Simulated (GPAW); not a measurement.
## GaN in GPAW: the effect of functional

GaN:

```xyz
2
Lattice="0.0000 2.2535 2.2535 2.2535 0.0000 2.2535 2.2535 2.2535 0.0000" Properties=species:S:1:pos:R:3 pbc="T T T"
Ga    0.0000    0.0000    0.0000
N     1.1268    1.1268    1.1268
```

The cell is a database's computed one.

Alike in all runs:

| Property | Result |
| --- | --- |
| Program | GPAW 26.7.0 |
| Task | dielectric tensor |
| Cutoff | 600 eV |
| Basis | pw |
| k mesh | 8 × 8 × 8 |
| Occupations | fermi-dirac, width 0.001 eV |
| Spin | no spin polarisation |

```tsv
functional	potentials or basis	dielectric constant (mean)
LDA	the program's PAW data sets (release 1.2.1) made for this functional	5.66
AM05	PAW data sets generated in the run's folder for this functional	5.62
GLLB-SC	the program's PAW data sets (release 1.2.1) made for this functional	?
```

Task: What does the run with functional GLLB-SC give?

Result: Dielectric constant 4.95 mean.

Caveats: the long-wavelength limit can be off by a per cent or two; a model potential gives levels but no total energy (some runs); response on these states lacks terms of the Hamiltonian (some runs).

Runs at the PBE level aren't shown here.
